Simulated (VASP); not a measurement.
Here is a VASP 6.6.1 calculation.

The input INCAR:

```
SYSTEM = PbSe
ALGO = Normal ; EDIFF = 1E-7
EDIFFG = -0.01 ; ENCUT = 600
IBRION = 2 ; ISIF = 2
ISMEAR = 0 ; LASPH = .True.
LCHARG = .False. ; LMIXTAU = .True.
LREAL = .False. ; LWAVE = .False.
METAGGA = R2SCAN ; NELM = 80
NSW = 40 ; PREC = Accurate
SIGMA = 0.03
```

KPOINTS

```
k-points
0
Gamma
  8 8 8
  0 0 0
```

Contents of POSCAR:

```
PbSe                                    
1.0
    0.0000000000      3.1498526677      3.1498526677
    3.1498526677      0.0000000000      3.1498526677
    3.1498526677      3.1498526677      0.0000000000
  Pb              Se            
     1     1
Direct
     0.0000000000000000    0.0000000000000000    0.0000000000000000
     0.5000000000000000    0.5000000000000000    0.5000000000000000
```

Potentials or basis: VASP PAW PBE potentials, release 64 (Pb_d, Se).

Launch:

```sh
$ cat potpaw_PBE.64/Pb_d/POTCAR potpaw_PBE.64/Se/POTCAR > POTCAR
$ mpirun -np 1 vasp_std > vasp.out
```

Task: Estimate the band gap on the k mesh.

Result: 0.84 eV, direct.

Final structure:
```xyz
2
Lattice="0.0000 3.1499 3.1499 3.1499 0.0000 3.1499 3.1499 3.1499 0.0000" Properties=species:S:1:pos:R:3 pbc="T T T"
Pb    0.0000    0.0000    0.0000
Se    3.1499    3.1499    3.1499
```

Caveat: the relaxation stopped at its first step, so nothing moved; spin-orbit coupling is left out, which as a rule narrows the gap of such compounds by several tenths of an eV. A k mesh can miss the band edges.
